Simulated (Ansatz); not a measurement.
Review of an SCF result for Ta

Ta is taken as an unrelaxed test cell, picked because its SCF is hard, 2 atoms in the cell.

Method: DFT, PBE, norm-conserving potentials, plane waves, scalar-relativistic (Ansatz development build ahead of 0.2.0).

```yaml
crystal:
  lattice:
    - [2.929866, 0.0, 0.0]
    - [-1.464933, 2.537338, 0.0]
    - [0.0, 0.0, 4.718228]
  atoms:
    - { symbol: Ta, position: [0.33333333, 0.66666667, 0.25], spin: 1.0 }
    - { symbol: Ta, position: [0.66666667, 0.33333333, 0.75], spin: -1.0 }
hamiltonian:
  xc: pbe
  pseudopotentials: { kind: nc }
kpoints:
  mp_grid: { grid: [1, 1, 1], shift: [0, 0, 0] }
magnetization:
  spin_polarized: true
scf:
  occupations: { method: fermi_dirac }
  convergence: { dm_fallback: { after: 1 } }
```

Settings in force: cutoff 1000 eV, smearing width 0.1 eV; switch to direct minimisation after 1 iteration, default search for lower states.

The run converged after 11 iterations in all: ferrimagnetic, site moments Ta1 0.70, Ta2 -1.79 μB, total -1.96 μB per cell.

One k-point is far from converged for this cell: the case tests the SCF and predicts nothing for the material.

Site moments are taken inside atomic spheres and don't add up to the total.

**Question.** The run converged. Is this the lowest state of the cell, and if not, what lies lower and how is it reached?

**Answer.** That can't be told from these runs. It is the lowest of 2 states reached by 6 converged runs, and the next lies 131 meV/atom higher (antiferromagnetic, site moments Ta1 1.09, Ta2 -1.09 μB, total 0.00 μB per cell). That doesn't prove a ground state. Only collinear orders within this cell were tried; the true ground state may need a larger cell. No run was started with parallel moments, and none ended so: a ferromagnetic state, which may lie lower, is missing here. No run without spin polarisation was made.
